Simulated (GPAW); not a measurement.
Set up this calculation in GPAW 26.7.0, as an ASE script.

```
Task                : relaxation of cell and atoms
Functional          : PBE
Potentials or basis : GPAW PAW data sets (gpaw-data 1.2.1)
Cutoff              : 600 eV
Basis               : pw
k mesh              : 13 × 13 × 13
Occupations         : fermi-dirac, width 0.05 eV
Spin                : collinear spin, ferromagnetic start
Starting moments    : [1.0] μB
Maxiter             : 150
Optimizer           : LBFGS
Fmax                : 0.01 eV/Å
Max steps           : 100
Convergence         : density=1e-05 forces=0.0001
```

The structure of Ni lies in Ni.xyz:

```xyz
1
Lattice="0.0000000000 1.7375729330 1.7375729330 1.7375729330 0.0000000000 1.7375729330 1.7375729330 1.7375729330 0.0000000000" Properties=species:S:1:pos:R:3 pbc="T T T"
Ni     0.0000000000      0.0000000000      0.0000000000
```

One way to write it, as run:

run.py

```python
from ase.filters import FrechetCellFilter
from ase.io import read, write
from ase.optimize import LBFGS
from gpaw import GPAW, PW

atoms = read('Ni.xyz')
atoms.set_initial_magnetic_moments([1.0])

calc = GPAW(mode=PW(600),
            xc='PBE',
            kpts={'size': (13, 13, 13), 'gamma': True},
            occupations={'name': 'fermi-dirac', 'width': 0.05},
            nbands=17,
            convergence={'density': 1e-05, 'forces': 0.0001},
            maxiter=150,
            txt='gpaw.txt')
atoms.calc = calc
opt = LBFGS(FrechetCellFilter(atoms), trajectory='relax.traj', logfile='-')
done = opt.run(fmax=0.01, steps=100)
calc.write('gs.gpw')
write('result.traj', atoms)
print('Converged:', done)
print('Cell:', atoms.cell.cellpar().round(4))
print('Volume:', round(atoms.get_volume(), 4))
print(atoms.get_scaled_positions().round(5))
```

Potentials or basis: GPAW PAW data sets (gpaw-data 1.2.1), pw.

The run is started by

```console
$ OMP_NUM_THREADS=1 python run.py
```

It gave:

```yaml
Relaxed_volume: 10.98 Å³/atom
Relaxed_cell: a = 2.495 Å, b = 2.495 Å, c = 2.495 Å, α = 60.00°, β = 60.00°, γ = 60.00°
Space_group_after_relaxing_to_0.05_Å: Fm-3m (No. 225)
Energy_gained_by_relaxing: 15.3 meV/atom
Ionic_steps: 4
Pressure_after_relaxing: 0.0 GPa
Band_gap_on_the_k_mesh: none (metal or under the smearing width)
Net_moment: 0.64 μB per cell
Site_moments: Ni +0.68 μB
```

Caveat: each step starts from the last one's moments, so a moment once lost doesn't come back; the stock nickel data set gives pressures a few GPa off other programs; later steps reuse the first step's grids.

Wall time 67 s on 1 thread of Arm Neoverse V2 (shared host), peak memory 0.2 GiB.
